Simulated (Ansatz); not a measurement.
# HgTe (rocksalt type): the cost of one run

Method: DFT, PBEsol, PAW with Ansatz's default frozen-core files, scalar-relativistic, in Ansatz 0.2.0.

## (1) The system as given

Symmetry: Fm-3m, No. 225, cubic system. The conventional cell has a = 5.957 Å, b = 5.957 Å, c = 5.957 Å, α = 90.00°, β = 90.00°, γ = 90.00°. Hg (site symmetry m-3m) has 6 Te at 2.98 Å as nearest neighbours. Around Te (site symmetry m-3m) lie 6 Hg at 2.98 Å.

Structure file:

```cif
data_structure
_symmetry_space_group_name_H-M 'P 1'
_symmetry_Int_Tables_number 1
_cell_length_a 4.2120
_cell_length_b 4.2120
_cell_length_c 4.2120
_cell_angle_alpha 60.000
_cell_angle_beta 60.000
_cell_angle_gamma 60.000
_cell_volume 52.84
loop_
_atom_site_label
_atom_site_type_symbol
_atom_site_fract_x
_atom_site_fract_y
_atom_site_fract_z
_atom_site_occupancy
Hg1 Hg 0.00000 0.00000 0.00000 1
Te1 Te 0.50000 0.50000 0.50000 1
```

Whether this phase is the stable one at these pressures isn't tested.

Atoms are numbered in the order of the input: Hg1, Te2.

## (2) Cell relaxed at zero pressure, PAW

File input.yaml:

```yaml
crystal:
  lattice:
    - [0.0, 2.978352805, 2.978352805]
    - [2.978352805, 0.0, 2.978352805]
    - [2.978352805, 2.978352805, 0.0]
  atoms:
    - { symbol: Hg, position: [0.0, 0.0, 0.0] }
    - { symbol: Te, position: [0.5, 0.5, 0.5] }
kpoints:
  mp_grid: { grid: [11, 11, 11] }
scf:
  occupations: { method: fermi_dirac, width: 0.1 }
hamiltonian:
  xc: pbesol
  pseudopotentials: { kind: paw }
output:
  forces: true
  stress: true
relax:
  f_tol: 0.005
  max_steps: 40
  cell: {}
```

Command:

```bash
ansatz run input.yaml --threads 1 --pin off --max-ram 2048MiB --backend cpu --events-out ev --progress --plain --runs-dir out
```

**Question.** How long does this run take on 1 thread of Arm Neoverse V1, shared host, and how much memory does it need?

About 15 s, with a peak of 0.36 GiB.
